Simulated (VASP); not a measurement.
# InAs (F-43m) in VASP: further runs, part 3 of 3

VASP 6.6.1. Earlier steps stand in the parts before.

### 5 Single point, r2SCAN

This run uses another cell than the first one, of 28.50 Å³/atom.

POSCAR reads:

```
InAs
1.0
    0.0000000000      3.0545916286      3.0545916286
    3.0545916286      0.0000000000      3.0545916286
    3.0545916286      3.0545916286      0.0000000000
In As
1 1
Direct
    0.0000000000      0.0000000000      0.0000000000
    0.2500000000      0.2500000000      0.2500000000
```

INCAR.step1 reads:

```
SYSTEM = InAs
PREC = Accurate
ENCUT = 520
ISMEAR = -1
SIGMA = 0.02
LREAL = .False.
LASPH = .True.
NELM = 100
NBANDS = 16
GGA = PE
ALGO = Normal
EDIFF = 1E-4
LWAVE = .True.
LCHARG = .False.
```

INCAR.step2 reads:

```
SYSTEM = InAs
PREC = Accurate
ENCUT = 520
EDIFF = 1E-6
ISMEAR = -1
SIGMA = 0.02
LREAL = .False.
LASPH = .True.
NELM = 100
ALGO = Normal
ISIF = 2
LWAVE = .False.
LCHARG = .True.
METAGGA = R2SCAN
LMIXTAU = .True.
LELF = .True.
LVHAR = .True.
NBANDS = 16
ISTART = 1
```

KPOINTS reads:

```
Automatic mesh
0
Gamma
  6 6 6
  0 0 0
```

Potentials or basis: VASP PAW PBE potentials, release 64 (In_d, As).

The run is started by

```
$ cat potpaw_PBE.64/In_d/POTCAR potpaw_PBE.64/As/POTCAR > POTCAR
$ cp INCAR.step1 INCAR
$ mpirun -np 1 vasp_std > vasp.out
$ cp INCAR.step2 INCAR
$ mpirun -np 1 vasp_std > vasp.out
```

OUTCAR:

```text
SYSTEM = InAs
   PREC = Accurate
   ENCUT = 520
   EDIFF = 1E-6
   ISMEAR = -1
   LREAL = .False.
   LASPH = .True.
   NELM = 100
   ISIF = 2
   METAGGA = R2SCAN
   ISTART = 1

 ion  position               nearest neighbor table
   1  0.000  0.000  0.000-   2 2.65   2 2.65   2 2.65   2 2.65
   2  0.250  0.250  0.250-   1 2.65   1 2.65   1 2.65   1 2.65

  LATTYP: Found a face centered cubic cell.
 ALAT       =     6.1091832572

  Lattice vectors:

 A1 = (   0.0000000000,   3.0545916286,   3.0545916286)
 A2 = (   3.0545916286,   0.0000000000,   3.0545916286)
 A3 = (   3.0545916286,   3.0545916286,   0.0000000000)

Analysis of symmetry for initial positions (statically):
=====================================================================
 Subroutine PRICEL returns:
 Original cell was already a primitive cell.

 Routine SETGRP: Setting up the symmetry group for a
 face centered cubic supercell.

 Subroutine GETGRP returns: Found 24 space group operations
 (whereof 24 operations were pure point group operations)
 out of a pool of 48 trial point group operations.

The static configuration has the point symmetry T_d .

Analysis of symmetry for dynamics (positions and initial velocities):
=====================================================================
 Subroutine PRICEL returns:
 Original cell was already a primitive cell.

 Routine SETGRP: Setting up the symmetry group for a
 face centered cubic supercell.

 Subroutine GETGRP returns: Found 24 space group operations
 (whereof 24 operations were pure point group operations)
 out of a pool of 48 trial point group operations.

The dynamic configuration has the point symmetry T_d .

 Subroutine INISYM returns: Found 24 space group operations
 (whereof 24 operations are pure point group operations),
 and found     1 'primitive' translations

----------------------------------------------------------------------------------------

                                     Primitive cell

  volume of cell :      57.0019

  direct lattice vectors                    reciprocal lattice vectors
     0.000000000  3.054591629  3.054591629    -0.163688002  0.163688002  0.163688002
     3.054591629  0.000000000  3.054591629     0.163688002 -0.163688002  0.163688002
     3.054591629  3.054591629  0.000000000     0.163688002  0.163688002 -0.163688002

  length of vectors
     4.319844909  4.319844909  4.319844909     0.283515936  0.283515936  0.283515936

  position of ions in fractional coordinates (direct lattice)
     0.000000000  0.000000000  0.000000000
     0.250000000  0.250000000  0.250000000

  ion indices of the primitive-cell ions
   primitive index   ion index
                 1           1
                 2           2

----------------------------------------------------------------------------------------

 KPOINTS: Automatic mesh

Automatic generation of k-mesh.
 Grid dimensions read from file:
 generate k-points for:    6    6    6

 Generating k-lattice:

  Cartesian coordinates                     Fractional coordinates (reciprocal lattice)
    -0.027281334  0.027281334  0.027281334     0.166666667  0.000000000  0.000000000
     0.027281334 -0.027281334  0.027281334     0.000000000  0.166666667  0.000000000
     0.027281334  0.027281334 -0.027281334     0.000000000  0.000000000  0.166666667

  Length of vectors
     0.047252656  0.047252656  0.047252656

  Shift w.r.t. Gamma in fractional coordinates (k-lattice)
     0.000000000  0.000000000  0.000000000

 Subroutine IBZKPT returns following result:
 ===========================================

 Found     16 irreducible k-points:

 Following reciprocal coordinates:
            Coordinates               Weight
  0.000000  0.000000  0.000000      1.000000
  0.166667  0.000000  0.000000      8.000000
  0.333333  0.000000  0.000000      8.000000
  0.500000  0.000000  0.000000      4.000000
  0.166667  0.166667  0.000000      6.000000
  0.333333  0.166667  0.000000     24.000000
[... 8 lines left out ...]
 -0.333333  0.333333  0.166667     24.000000
 -0.333333  0.500000  0.166667     12.000000
   k-points           NKPTS =     16   k-points in BZ     NKDIM =     16   number of bands    NBANDS=     16
   number of dos      NEDOS =    301   number of ions     NIONS =      2
   total plane-waves  NPLWV =  32768
   dimension x,y,z NGX =    32 NGY =   32 NGZ =   32
   dimension x,y,z NGXF=    64 NGYF=   64 NGZF=   64
   ions per type =               1   1
   NGX,Y,Z   is equivalent  to a cutoff of  12.31, 12.31, 12.31 a.u.
   NGXF,Y,Z  is equivalent  to a cutoff of  24.63, 24.63, 24.63 a.u.
 SYSTEM =  InAs
   PREC   = accura    normal or accurate (medium, high low for compatibility)
   ISTART =      1    job   : 0-new  1-cont  2-samecut
   ICHARG =      0    charge: 1-file 2-atom 10-const
   ISPIN  =      1    spin polarized calculation?
   LNONCOLLINEAR =      F non collinear calculations
   LSORBIT =      F    spin-orbit coupling
   LASPH  =      T    aspherical Exc in radial PAW
   ENCUT  =  520.0 eV  38.22 Ry    6.18 a.u.   8.03  8.03  8.03*2*pi/ulx,y,z
   NELM   =    100;   NELMIN=  2; NELMDL=  0     # of ELM steps
   EDIFF  = 0.1E-05   stopping-criterion for ELM
   LREAL  =      F    real-space projection
   EDIFFG = 0.1E-04   stopping-criterion for IOM
   NSW    =      0    number of steps for IOM
   IBRION =     -1    ionic relax: 0-MD 1-quasi-New 2-CG
   NFREE  =      0    steps in history (QN), initial steepest desc. (CG)
   ISIF   =      2    stress and relaxation
   ISYM   =      2    0-nonsym 1-usesym 2-fastsym
   POTIM  = 0.5000    time-step for ionic-motion
   TEBEG  =    0.0;   TEEND  =   0.0 temperature during run
   PSTRESS=    0.0 pullay stress
   NELECT =      18.0000    total number of electrons
   NUPDOWN=      -1.0000    fix difference up-down
   EMIN   =  10.00;   EMAX   =-10.00  energy-range for DOS
   EFERMI =   0.00;   METHOD = LEGACY
   ISMEAR =    -1;   SIGMA  =   0.02  broadening in eV -4-tet -1-fermi 0-gaus
   EFERMI_NEDOS =   21; number of points for ismear=-14 and -15
   IALGO  =     38    algorithm
   IMIX   =      4    mixing-type and parameters
     AMIX     =   0.40;   BMIX     =  1.00
     AMIX_MAG =   1.60;   BMIX_MAG =  1.00
  volume/ion in A,a.u.               =      28.50       192.33
  Fermi-wavevector in a.u.,A,eV,Ry     =   1.114814  2.106693 16.909468  1.242811
  Thomas-Fermi vector in A             =   2.251413
   LORBIT       =      0    0 simple, 1 ext, 2 COOP (PROOUT), +10 PAW based schemes
   METAGGA = R2SCAN    functional components
   LHFCALC =     F    Hartree Fock is set to
   AEXX    =    0.0000 exact exchange contribution
   IVDW    =     0    specifies the selected vdW correction
   LEPSILON=     F    determine dielectric tensor
   LRPA    =     F    only Hartree local field effects (RPA)
 non-spin polarized calculation
  energy-cutoff  :      520.00
  volume of cell :       57.00
 maximum number of plane-waves:      1572
   NGX = 17   NGY = 17   NGZ = 17

 number of electron      17.9999996 magnetization

 Free energy of the ion-electron system (eV)
  ---------------------------------------------------
  ext. energy  EPLUGINS =         0.00000000
  ---------------------------------------------------
  free energy    TOTEN  =       -38.04524415 eV

  energy without entropy =      -38.04500703  energy(sigma->0) =      -38.04512559

 E-fermi :   4.0244     XC(G=0):  -9.5137

 val. band max:        3.9728441503   @ k =   0.0000   0.0000   0.0000
 cond. band min:       4.0507601589   @ k =   0.0000   0.0000   0.0000
 fundamental gap:      0.0779160086
 Fermi energy:         4.0244322492

 k-point     1 :       0.0000    0.0000    0.0000
  band No.  band energies     occupation
      1     -10.8290      2.00000
      2     -10.8290      2.00000
      3     -10.8290      2.00000
      4     -10.6949      2.00000
      5     -10.6949      2.00000
      6      -8.1267      2.00000
[... 8 lines left out ...]
     15      14.0655      0.00000
     16      14.0655      0.00000
[... 267 lines left out ...]
 k-point    16 :      -0.3333    0.5000    0.1667
  band No.  band energies     occupation
      1     -10.9910      2.00000
      2     -10.7715      2.00000
      3     -10.7542      2.00000
      4     -10.7162      2.00000
      5     -10.6816      2.00000
      6      -6.1094      2.00000
[... 8 lines left out ...]
     15      16.0506      0.00000
     16      16.3798      0.00000

------------------------ aborting loop because EDIFF is reached ----------------------------------------

  FORCE on cell =-STRESS in cart. coord.  units (eV):
  Direction    XX          YY          ZZ          XY          YZ          ZX
  --------------------------------------------------------------------------------------
  -------------------------------------------------------------------------------------
  Total       -0.0042815     -0.0042815     -0.0042815     -0.0000000      0.0000000      0.0000000
  in kB       -0.1203428     -0.1203428     -0.1203428     -0.0000000      0.0000000      0.0000000
  external PRESSURE =      -0.1203428 kB  Pullay stress =       0.0000000 kB

 VOLUME and BASIS-vectors are now :
 -----------------------------------------------------------------------------
  energy-cutoff  :      520.00
  volume of cell :       57.00
      direct lattice vectors                 reciprocal lattice vectors
     0.000000000  3.054591629  3.054591629    -0.163688002  0.163688002  0.163688002
     3.054591629  0.000000000  3.054591629     0.163688002 -0.163688002  0.163688002
     3.054591629  3.054591629  0.000000000     0.163688002  0.163688002 -0.163688002

 POSITION                                       TOTAL-FORCE (eV/Angst)
 -----------------------------------------------------------------------------------
      0.00000      0.00000      0.00000        -0.000000     -0.000000      0.000000
      1.52730      1.52730      1.52730         0.000000      0.000000     -0.000000
 -----------------------------------------------------------------------------------
    total drift:                               -0.000002     -0.000002     -0.000002

  FREE ENERGIE OF THE ION-ELECTRON SYSTEM (eV)
  ---------------------------------------------------
  free  energy   TOTEN  =       -38.0452441463 eV

  energy  without entropy=      -38.0450070322  energy(sigma->0) =      -38.04512559
```

It took 24 s on 1 thread of Intel Xeon 6975P-C (Granite Rapids), shared host; peak memory 0.18 GiB.

What came out:

| Property | Result |
| --- | --- |
| Free energy | -38.0452 eV |
| Pressure | 0.0 GPa |
| Band gap on the k mesh | 0.08 eV |

Caveat: the PAW data sets were made with another functional, which shifts forces and pressure a little; spin-orbit coupling is left out, which moves the levels of the heavy elements.

### 6 Relaxation of cell and atoms, PBEsol

This run uses another cell than the first one, of 29.63 Å³/atom.

INCAR reads:

```
  PREC = Accurate
  ENCUT = 600
  EDIFF = 1E-6
  ISMEAR = -1
  SIGMA = 0.02
  LREAL = F
  LASPH = T
  NELM = 60
  ALGO = Normal
  ISIF = 3
  LWAVE = F
  LCHARG = F
  GGA = PS
  IBRION = 2
  NSW = 80
  EDIFFG = -0.005
```

KPOINTS reads:

```
regular mesh
0
Gamma
  6 6 6
```

POSCAR reads:

```
InAs
1.0
    0.0000000000      3.0944669362      3.0944669362
    3.0944669362      0.0000000000      3.0944669362
    3.0944669362      3.0944669362      0.0000000000
In As
1 1
Direct
    0.0000000000      0.0000000000      0.0000000000
    0.2500000000      0.2500000000      0.2500000000
```

Potentials or basis: VASP PAW PBE potentials, release 64 (In_d, As).

The run is started by

```
$ cat potpaw_PBE.64/In_d/POTCAR potpaw_PBE.64/As/POTCAR > POTCAR
$ mpirun -np 1 vasp_std > vasp.out
```

Run time: 17 s. Hardware: 1 thread of Intel Xeon 6975P-C (Granite Rapids), shared host; peak memory 0.22 GiB.

It converged, with:

```yaml
Free_energy: -8.4718 eV
Relaxed_volume: 28.29 Å³/atom
Relaxed_cell: a = 4.309 Å, b = 4.309 Å, c = 4.309 Å, α = 60.00°, β = 60.00°, γ = 60.00°
Space_group_after_relaxing_to_0.1_Å: F-43m (No. 216)
Energy_gained_by_relaxing: 10.2 meV/atom
Ionic_steps: 3
Pressure_after_relaxing: 0.0 GPa
Band_gap_on_the_k_mesh: zero (filled and empty bands touch)
```

Step by step:
| step | energy change (eV) | largest force (eV/Å) | pressure (GPa) | volume (Å³) |
| --- | --- | --- | --- | --- |
| 1 | 0.0000 | 0.0000 | -2.32 | 59.26 |
| 2 | -0.0177 | 0.0000 | 0.97 | 55.66 |
| 3 | -0.0203 | 0.0000 | 0.03 | 56.58 |

Final structure:
```
In As
1.0
     0.00000    3.04698    3.04698
     3.04698    0.00000    3.04698
     3.04698    3.04698    0.00000
In As
1 1
Direct
  0.00000 0.00000 0.00000
  0.25000 0.25000 0.25000
```

Levels at points of the mesh, in eV from the Fermi level:
| k point | band 5 | band 6 | band 7 | band 8 | band 9 | band 10 | band 11 | band 12 | band 13 |
| --- | --- | --- | --- | --- | --- | --- | --- | --- | --- |
| (0.00, 0.00, 0.00) | -14.19 | -11.76 | -0.42 | -0.01 | -0.01 | -0.01 | 3.83 | 3.83 | 3.83 |
| (0.50, 0.00, 0.00) | -14.18 | -10.34 | -5.72 | -0.98 | -0.98 | 0.81 | 4.59 | 4.59 | 6.67 |
| (0.50, 0.50, 0.00) | -14.17 | -9.82 | -5.80 | -2.28 | -2.28 | 1.46 | 1.96 | 8.91 | 9.04 |

Caveat: semilocal functionals underestimate gaps, so a narrow gap can read as zero; the PAW data sets were made with another functional, which shifts forces and pressure a little; spin-orbit coupling is left out, which moves the levels of the heavy elements.

### 7 Overview

```tsv
task	level	potentials or basis	cell	cutoff (eV)	gap on the mesh (eV)	pressure (GPa)
single point	PBEsol	VASP PAW PBE potentials, release 64 (In_d, As)	a = 4.306 Å, angles 60.0°, 2 atoms	520	none	0.1
single point	LDA	VASP PAW LDA potentials, release 64 (In_d, As)	a = 4.263 Å, angles 60.0°, 2 atoms	520	none	0.1
single point	PBE	VASP PAW PBE potentials, release 64 (In_d, As)	a = 4.376 Å, angles 60.0°, 2 atoms	520	none	0.0
single point	r2SCAN	VASP PAW PBE potentials, release 64 (In_d, As)	a = 4.320 Å, angles 60.0°, 2 atoms	520	0.08	0.0
relaxation of cell and atoms	PBEsol	VASP PAW PBE potentials, release 64 (In_d, As)	relaxed from a = 4.376 Å, angles 60.0°, 2 atoms	600	none	0.0
```

Alike in all rows: no spin polarisation; k mesh 6 × 6 × 6; smearing fermi-dirac 0.02 eV.

Caveats: spin-orbit coupling is left out, which moves the levels of the heavy elements; semilocal functionals underestimate gaps, so a narrow gap can read as zero (at least some runs); the PAW data sets were made with another functional, which shifts forces and pressure a little (at least some runs).

Absolute energies hang on the potentials; compare differences alone.

### 8 Comparison with measurements

Step 2. A measured gap of InAs is 0.418 eV (direct; 4.2 K; a printed reference work, data compilation); the calculated 0.00 eV misses it by -0.42 eV. Spin-orbit coupling on As, In is left out. The value is that of PBEsol on a finite k mesh, which can miss the band edges, without temperature or zero-point motion. Semilocal functionals fall short of measured gaps as a rule.

Step 3. Against the measured gap of InAs, 0.418 eV (direct; 4.2 K; a printed reference work, data compilation), the calculated 0.00 eV is off by -0.42 eV. Spin-orbit coupling on As, In is left out. The value is that of LDA on a finite k mesh, which can miss the band edges, without temperature or zero-point motion. Semilocal functionals fall short of measured gaps as a rule.

Step 4. A measured gap of InAs is 0.418 eV (direct; 4.2 K; a printed reference work, data compilation); the calculated 0.00 eV misses it by -0.42 eV. Spin-orbit coupling on As, In is left out. The value is that of PBE on a finite k mesh, which can miss the band edges, without temperature or zero-point motion. Semilocal functionals fall short of measured gaps as a rule.

Step 5. Against the measured gap of InAs, 0.418 eV (direct; 4.2 K; a printed reference work, data compilation), the calculated 0.08 eV is off by -0.34 eV. Spin-orbit coupling on As, In is left out. The value is that of r2SCAN, without temperature or zero-point motion.
